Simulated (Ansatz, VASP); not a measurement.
MgS in VASP and in Ansatz

```
Mg S
1.0
     0.00000    2.65368    2.60165
     2.65368    0.00000    2.60165
     2.65368    2.65368    0.00000
Mg S
1 1
Direct
  0.00000 0.00000 0.00000
  0.50000 0.50000 0.50000
```

Change from the starting cell: equal xx and yy strain of +2 %.

Alike in both runs: task single point; functional PBE; k mesh 8 × 8 × 8; occupations fermi-dirac, width 0.01 eV; no spin polarisation.

```csv
,VASP,Ansatz
version,VASP 6.6.1,Ansatz 0.2.0
potentials or method,"VASP PAW PBE potentials, release 64 (Mg, S), cutoff 520 eV","all-electron LAPW, scalar-relativistic"
```

VASP gave:

| Property | Result |
| --- | --- |
| gap on the k mesh at the Fermi level (eV) | 2.60 |
| pressure (GPa) | -1.9 |
| largest component of the traceless stress (GPa) | 1.14 |

Problem. Which values does Ansatz return?

Solution. gap on the k mesh at the Fermi level (eV): 2.61; pressure (GPa): -1.7; largest component of the traceless stress (GPa): 1.15.

Ansatz ran all-electron here, so the differences hold the error of VASP's frozen core and of both bases.

A k mesh can miss the band edges.
